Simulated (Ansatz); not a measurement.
ZnS:

```
Zn S
1.0
     0.00000    2.70200    2.70200
     2.70200    0.00000    2.70200
     2.70200    2.70200    0.00000
Zn S
1 1
Direct
  0.75000 0.75000 0.75000
  0.00000 0.00000 0.00000
```

Base run:

| Item | Value |
| --- | --- |
| Program | Ansatz 0.2.0 |
| Functional | HSE06 |
| Potentials or basis | all-electron PAW datasets made for the crystal |
| Cutoff | 310 eV (chosen from the basis error) |
| k mesh | 6 × 6 × 6 |
| Occupations | fermi-dirac, width 0.05 eV |
| Spin | no spin polarisation |

Its results: band gap on the k mesh 3.34 eV, direct; pressure 0.9 GPa.

Problem. The run is repeated on the same cell with these changes: functional from HSE06 to PBEsol; cutoff from 310 eV (chosen from the basis error) to 280 eV (chosen from the basis error). What comes out?

Solution. Band gap on the k mesh 1.97 eV, direct; pressure -1.9 GPa.

HSE06 gives the wider gap, since exact exchange removes part of the self-interaction.

